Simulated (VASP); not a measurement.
A run of VASP 6.6.1 is set up as follows.

Contents of INCAR:

```
PREC     = Accurate       # precision mode
ENCUT    = 600            # plane-wave cutoff, eV
EDIFF    = 1E-7           # SCF threshold, eV
ISMEAR   = 1              # smearing method
SIGMA    = 0.1            # smearing width, eV
LREAL    = F              # projectors in reciprocal space
LASPH    = T              # aspherical terms in the spheres
NELM     = 80             # most SCF steps
ALGO     = Normal         # electronic algorithm
ISIF     = 2              # what is computed and relaxed
LWAVE    = F              # write WAVECAR
LCHARG   = F              # write CHGCAR
GGA      = PE             # functional
IVDW     = 12             # dispersion correction
IBRION   = 2              # ionic algorithm
NSW      = 40             # ionic steps
EDIFFG   = -0.01          # ionic threshold
```

KPOINTS

```
Automatic mesh
0
Gamma
  16 16 16
```

POSCAR

```
Ir                                      
1.0
    0.0000000000      1.8827260574      1.8827260574
    1.8827260574      0.0000000000      1.8827260574
    1.8827260574      1.8827260574      0.0000000000
  Ir            
     1
Direct
     0.0000000000000000    0.0000000000000000    0.0000000000000000
```

Potentials or basis: VASP PAW PBE potentials, release 64 (Ir).

Launch:

```bash
$ cat potpaw_PBE.64/Ir/POTCAR > POTCAR
$ mpirun -np 1 vasp_std > vasp.out
```

Task: What does it give for the dispersion energy per atom?

Result: -0.781 eV.

Task: Predict the band gap on the k mesh.

Result: None (metal or under the smearing width).

Final structure:
```xyz
1
Lattice="0.0000 1.8827 1.8827 1.8827 0.0000 1.8827 1.8827 1.8827 0.0000" Properties=species:S:1:pos:R:3 pbc="T T T"
Ir    0.0000    0.0000    0.0000
```

Caveat: the relaxation stopped at its first step, so nothing moved. The run has no spin-orbit coupling, so splittings on Ir are missing.
